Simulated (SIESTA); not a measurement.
# NiO (Fm-3m) in SIESTA: settings compared, part 3 of 3

SIESTA 5.4.2. Earlier steps stand in the parts before.

## (6) Single point, LDA, collinear spin, ferromagnetic start

The input, NiO.fdf:

```
SystemName                      NiO
SystemLabel                     NiO
NumberOfSpecies                 2
NumberOfAtoms                   2
%block ChemicalSpeciesLabel
  1  28 Ni
  2   8 O
%endblock ChemicalSpeciesLabel

LatticeConstant                 1.0 Ang
%block LatticeVectors
     0.0000000000     2.0859016414     2.0859016414
     2.0859016414     0.0000000000     2.0859016414
     2.0859016414     2.0859016414     0.0000000000
%endblock LatticeVectors
AtomicCoordinatesFormat         Fractional
%block AtomicCoordinatesAndAtomicSpecies
     0.0000000000     0.0000000000     0.0000000000  1  Ni
     0.5000000000     0.5000000000     0.5000000000  2  O
%endblock AtomicCoordinatesAndAtomicSpecies

%block kgrid.MonkhorstPack
    8   0   0  0.0
    0   8   0  0.0
    0   0   8  0.0
%endblock kgrid.MonkhorstPack
XC.Functional                   LDA
XC.Authors                      PW92
PAO.BasisSize                   TZP
PAO.EnergyShift                 0.003 Ry
Mesh.Cutoff                     800 Ry
Spin                            polarized
%block DM.InitSpin
    1   1.000
    2   0.000
%endblock DM.InitSpin
OccupationFunction              FD
ElectronicTemperature           0.05 eV
MaxSCFIterations                200
SCF.MustConverge                false
SCF.Mixer.Method                Pulay
SCF.Mixer.Weight                0.1
SCF.Mixer.History               10
SCF.DM.Tolerance                5.0e-05
SCF.H.Tolerance                 1.0e-03 eV
WriteForces                     true
Charge.Mulliken                 end
Charge.Hirshfeld                end
Charge.Voronoi                  end
SaveRho                         true
SaveElectrostaticPotential      true
%block PAO.Basis
  Ni 5
  n=3 0 2
    2.442 0.000
  n=4 0 3
    7.025 0.000 0.000
  n=3 1 2
    2.721 0.000
  n=4 1 1
    7.025
  n=3 2 3
    4.458 0.000 0.000
%endblock PAO.Basis
```

Potentials or basis: PseudoDojo 0.4 standard (LDA files), TZP (energy shift 0.003 Ry; two zetas on semicore shells).

The run is started by

```bash
$ siesta NiO.fdf > NiO.out 2>&1
```

It took 1.9 min on 1 thread of Intel Xeon Platinum 8488C (Sapphire Rapids), shared host; peak memory 0.3 GiB.

It converged, with:

```
Free energy            : -5009.8996 eV
Pressure               : -19.2 GPa
Band gap on the k mesh : none (metal or under the smearing width)
Net moment             : 0.72 μB per cell
Site moments           : Ni +0.60; O +0.11 μB
Hirshfeld charges      : Ni +0.22; O -0.22 e
Voronoi charges        : Ni +0.28; O -0.28 e
```

Caveat: Mulliken charges of long-ranged orbitals can have an unphysical sign; short orbitals over semicore shells can move pressures by several GPa; so large a pressure means that the cell lies far from this level's equilibrium, or that cutoff or potentials fall short; the basis of atomic orbitals isn't converged, which shifts pressures, moduli and gaps; a cell with one magnetic atom can't hold antiferromagnetic order, which such compounds often take; semilocal functionals often make such compounds metallic where correlation or magnetic order opens a gap, which also shifts bond lengths.

## (7) Summary

| task | level | potentials or basis | cell | force tolerance | energy shift | gap on the mesh (eV) | pressure (GPa) | moment (μB) |
| --- | --- | --- | --- | --- | --- | --- | --- | --- |
| single point | PBE | PseudoDojo 0.4 standard (PBE files), DZP (energy shift 0.003 Ry; two zetas on semicore shells) | as given | - | 0.003 Ry | none | -1.0 | 0.00 |
| relaxation of cell and atoms | PBE | PseudoDojo 0.4 standard (PBE files), SZ (energy shift 0.01 Ry) | relaxed | 0.02 eV/Å | 0.01 Ry | none | 0.0 | 0.76 |
| single point | PBEsol | PseudoDojo 0.4 standard (PBEsol files), DZP (energy shift 0.003 Ry; two zetas on semicore shells) | as given | - | 0.003 Ry | none | -8.8 | 1.16 |
| atomic charges | PBE | PseudoDojo 0.4 standard (PBE files), DZP (energy shift 0.003 Ry; two zetas on semicore shells) | as given | - | 0.003 Ry | none | -1.0 | 0.00 |
| single point | LDA | PseudoDojo 0.4 standard (LDA files), TZP (energy shift 0.003 Ry; two zetas on semicore shells) | as given | - | 0.003 Ry | none | -19.2 | 0.72 |

Alike in all rows: spin collinear, ferromagnetic start; k mesh 8 × 8 × 8; smearing fermi-dirac 0.05 eV; grid cutoff 800 Ry.

Caveats: short orbitals over semicore shells can move pressures by several GPa; the basis of atomic orbitals isn't converged, which shifts pressures, moduli and gaps; semilocal functionals often make such compounds metallic where correlation or magnetic order opens a gap, which also shifts bond lengths; a cell with one magnetic atom can't hold antiferromagnetic order, which such compounds often take (some runs); the basis has no polarisation orbitals (some runs); so large a pressure means that the cell lies far from this level's equilibrium, or that cutoff or potentials fall short (some runs).

Total energies depend on the potentials used, so only differences within one code and one set of settings carry meaning.

## (8) Against experiment

Step 2. Against the measured gap of NiO, 4.3 eV (quoted in “Local correlations, non-local screening, multiplets, and band formation in NiO”, 2012, arxiv:1210.6675), the calculated 0.00 eV is off by -4.30 eV. So large a miss can be the level of theory's own, or it may mean another phase, state or a wrong row. The value is that of PBE in an atomic basis (PseudoDojo 0.4 standard (PBE files), DZP (energy shift 0.003 Ry; two zetas on semicore shells)), whose error adds to the functional's, on a finite k mesh, which can miss the band edges, without temperature or zero-point motion. Semilocal functionals fall short of measured gaps as a rule.

Step 4. A measured gap of NiO is 4.3 eV (quoted in “Local correlations, non-local screening, multiplets, and band formation in NiO”, 2012, arxiv:1210.6675); the calculated 0.00 eV misses it by -4.30 eV. So large a miss can be the level of theory's own, or it may mean another phase, state or a wrong row. The value is that of PBEsol in an atomic basis (PseudoDojo 0.4 standard (PBEsol files), DZP (energy shift 0.003 Ry; two zetas on semicore shells)), whose error adds to the functional's, on a finite k mesh, which can miss the band edges, without temperature or zero-point motion. Semilocal functionals fall short of measured gaps as a rule. The run's magnetic order (collinear spin, ferromagnetic start) needn't be the measured crystal's.

Step 5. Against the measured gap of NiO, 4.3 eV (quoted in “Local correlations, non-local screening, multiplets, and band formation in NiO”, 2012, arxiv:1210.6675), the calculated 0.00 eV is off by -4.30 eV. So large a miss can be the level of theory's own, or it may mean another phase, state or a wrong row. The value is that of PBE in an atomic basis (PseudoDojo 0.4 standard (PBE files), DZP (energy shift 0.003 Ry; two zetas on semicore shells)), whose error adds to the functional's, on a finite k mesh, which can miss the band edges, without temperature or zero-point motion. Semilocal functionals fall short of measured gaps as a rule.

Step 6. Measured gap of NiO: 4.3 eV (quoted in “Local correlations, non-local screening, multiplets, and band formation in NiO”, 2012, arxiv:1210.6675). This calculation gives 0.00 eV (-4.30 eV). So large a miss can be the level of theory's own, or it may mean another phase, state or a wrong row. The value is that of LDA in an atomic basis (PseudoDojo 0.4 standard (LDA files), TZP (energy shift 0.003 Ry; two zetas on semicore shells)), whose error adds to the functional's, on a finite k mesh, which can miss the band edges, without temperature or zero-point motion. Semilocal functionals fall short of measured gaps as a rule. The run's magnetic order (collinear spin, ferromagnetic start) needn't be the measured crystal's.
